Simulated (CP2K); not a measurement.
**Ta in CP2K: the effect of functional**

Crystal: Ta.

```
Ta
1.0
     2.90037    0.00000    0.00000
    -1.45019    2.51180    0.00000
     0.00000    0.00000    5.16627
Ta
2
Direct
  0.33333 0.66667 0.25000
  0.66667 0.33333 0.75000
```

This isn't the form of Ta at room conditions, which is bcc.

Alike in all runs:

```yaml
Program: CP2K 2026.2
Potentials_or_basis: POTENTIAL_UZH Ta GTH-PBE-q13; TZVP-MOLOPT-PBE-GTH basis
Density_cutoff: 9184 eV
k_mesh: 11 × 11 × 5
Occupations: fermi-dirac, width 0.05 eV
Spin: no spin polarisation
```

| functional | pressure (GPa) |
| --- | --- |
| PBE | -2.0 |
| LDA | -10.1 |
| PBEsol | -7.0 |
| vdW-DF2 | 7.5 |
| HLE16 | -40.6 |
| BEEF-vdW | -1.2 |
| HLE17 | ? |

Q: What does the run with functional HLE17 give?

A: Pressure -23.8 GPa.

Caveats: the basis of atomic orbitals isn't converged, which shifts pressures, moduli and gaps; the potentials were made for another functional, which shifts forces and pressure (some runs); the potentials were made for a functional far from this one (some runs); the cell as given lies far from equilibrium (some runs).
